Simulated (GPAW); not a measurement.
An input for GPAW 26.7.0 (HgTe):

Contents of run.py:

```python
import json
import numpy as np
from ase import Atoms
from ase.constraints import FixSymmetry
from ase.filters import FrechetCellFilter
from ase.io import read, write
from ase.optimize import BFGS
from phonopy import Phonopy
from phonopy.structure.atoms import PhonopyAtoms
from gpaw import GPAW, PW

atoms = read('HgTe.cif')

calc = GPAW(mode=PW(30),
            xc='MGGA_X_R2SCAN+MGGA_C_R2SCAN',
            kpts={'size': (4, 4, 4), 'gamma': True},
            occupations={'name': 'fermi-dirac', 'width': 0.05},
            setups={'Te': '16'},
            nbands=-9,
            convergence={'density': 1e-06, 'eigenstates': 1e-09},
            maxiter=80,
            txt='gpaw.txt')
atoms.calc = calc
atoms.set_constraint(FixSymmetry(atoms))
BFGS(FrechetCellFilter(atoms), trajectory='relax.traj', logfile='-').run(fmax=0.005, steps=40)
atoms.set_constraint()
energy = atoms.get_potential_energy()
forces = atoms.get_forces()
stress = atoms.get_stress()
calc.write('gs.gpw')
write('result.traj', atoms)
print('Cell:', atoms.cell.cellpar().round(4))
print(atoms.get_scaled_positions().round(5))

def force_constants(scale):
    unit = PhonopyAtoms(symbols=atoms.get_chemical_symbols(), cell=atoms.cell[:] * scale**(1 / 3),
                        scaled_positions=atoms.get_scaled_positions())
    ph = Phonopy(unit, supercell_matrix=np.diag([2, 2, 2]), primitive_matrix=np.eye(3), symprec=1e-4)
    ph.generate_displacements(distance=0.01)
    forces = []
    for i, sc in enumerate(ph.supercells_with_displacements):
        a = Atoms(sc.symbols, cell=sc.cell, scaled_positions=sc.scaled_positions, pbc=True)
        c = GPAW(mode=PW(30),
                 xc='MGGA_X_R2SCAN+MGGA_C_R2SCAN',
                 kpts={'size': (2, 2, 2), 'gamma': True},
                 occupations={'name': 'fermi-dirac', 'width': 0.05},
                 setups={'Te': '16'},
                 nbands=-34,
                 convergence={'density': 1e-06, 'eigenstates': 1e-09},
                 maxiter=80,
                 txt=f'disp-{scale:.3f}-{i:02d}.txt')
        a.calc = c
        f = a.get_forces()
        forces.append(f - f.mean(axis=0))
        print(f'displacement {i}: drift', f.mean(axis=0).round(5), flush=True)
    ph.forces = forces
    ph.produce_force_constants()
    ph.symmetrize_force_constants()
    return ph

qpoints = [[0.0, 0.0, 0.0], [0.0, 0.0, 0.5], [0.0, 0.5, 0.0], [0.0, 0.5, 0.5], [0.5, 0.0, 0.0], [0.5, 0.0, 0.5], [0.5, 0.5, 0.0], [0.5, 0.5, 0.5]]
results = {}
for scale in [1.0]:
    ph = force_constants(scale)
    ph.run_qpoints(qpoints)
    nu = ph.qpoints.frequencies * 33.35641  # THz to cm^-1
    results[f'{scale:.3f}'] = nu.tolist()
    for qp, f in zip(qpoints, nu):
        print(scale, np.round(qp, 4), f.round(2))

path = atoms.cell.bandpath('GXWKGLUWLK,UX', npoints=60, eps=1e-4)
ph.run_qpoints(path.kpts)
results['path'] = (ph.qpoints.frequencies * 33.35641).tolist()
results['path_q'] = path.kpts.tolist()
x, ticks, names = path.get_linear_kpoint_axis()
results['axis'] = [x.tolist(), list(ticks), names]
ph.run_mesh([15, 15, 15], is_gamma_center=True)
ph.run_thermal_properties(temperatures=[0, 100, 200, 300, 500, 800], cutoff_frequency=0.05)
tp = ph.thermal_properties
results['thermal'] = [list(v) for v in (tp.temperatures, tp.free_energy, tp.entropy, tp.heat_capacity)]
for t, fv, s, cv in zip(*results['thermal']):
    print(f'{t:6.0f} K  F {fv:9.4f} kJ/mol  S {s:9.4f} J/K/mol  Cv {cv:9.4f} J/K/mol')
json.dump(results, open('phonons.json', 'w'))
```

Contents of HgTe.cif:

```cif
data_HgTe
_cell_length_a 4.49719913
_cell_length_b 4.49719913
_cell_length_c 4.49719913
_cell_angle_alpha 60.00000000
_cell_angle_beta 60.00000000
_cell_angle_gamma 60.00000000
_space_group_name_H-M_alt 'P1'
_space_group_name_Hall 'P 1'
_space_group_IT_number 1
loop_
_space_group_symop_operation_xyz
'x,y,z'
loop_
_atom_site_label
_atom_site_type_symbol
_atom_site_symmetry_multiplicity
_atom_site_Wyckoff_symbol
_atom_site_fract_x
_atom_site_fract_y
_atom_site_fract_z
_atom_site_occupancy
Hg1 Hg 1 a 0.0000000000 0.0000000000 0.0000000000 1
Te1 Te 1 a 0.5000000000 0.5000000000 0.5000000000 1
```

Potentials or basis: GPAW PAW data sets (gpaw-data 1.2.1), other valence, pw.

Command:

```bash
$ OMP_NUM_THREADS=1 python run.py
```

Task: Does this run start?

Result: The run stopped without a result. It printed:

gpaw.txt:

```text
__  _  _
 | _ |_)|_||  |
 |__||  | ||/\| - 26.7.0

Input parameters:
  mode=PW(ecut=30.0),
  convergence={'density': 1e-06, 'eigenstates': 1e-09},
  kpts=MonkhorstPack(size=(4, 4, 4), gamma=True),
  maxiter=80,
  nbands=-9,
[... 191 lines left out ...]
    width: 0.0500  # eV

poisson solver:
  ecut: 240.0  # eV

xc functional:
  name: MGGA_X_R2SCAN+MGGA_C_R2SCAN with 2 nearest neighbor stencil

convergence criteria:
- Maximum integral of absolute [dens]ity change: 1e-06 electrons / valence electron
- Maximum integral of absolute [eigenst]ate change: 1e-09 eV^2 / valence electron
- Maximum [total energy] change in last 3 cyles: 0.0005 eV / valence electron
maximum number of iterations: 80
```

On the terminal:

```text
Traceback (most recent call last):
  File "run.py", line 25, in <module>
  File "optimize/optimize.py", line 506, in run
  File "optimize/optimize.py", line 375, in run
  File "optimize/optimize.py", line 322, in irun
  File "ase/filters.py", line 31, in get_gradient
  File "ase/filters.py", line 602, in get_forces
  File "ase/atoms.py", line 2050, in get_stress
  File "new/ase_interface.py", line 302, in get_stress
  File "new/ase_interface.py", line 215, in calculate_property
  File "new/ase_interface.py", line 177, in iconverge
  File "new/calculation.py", line 252, in iconverge
  File "new/scf.py", line 83, in iterate
  File "pwfd/eigensolver.py", line 152, in iterate
  File "new/ibzwfs.py", line 194, in orthonormalize
  File "pwfd/wave_functions.py", line 237, in orthonormalize
  File "core/matrix.py", line 404, in invcholesky
  File "linalg/_decomp_cholesky.py", line 120, in cholesky
  File "linalg/_decomp_cholesky.py", line 53, in _cholesky
  File "linalg/_decomp_cholesky.py", line 23, in _check_format_errors_warnings
```
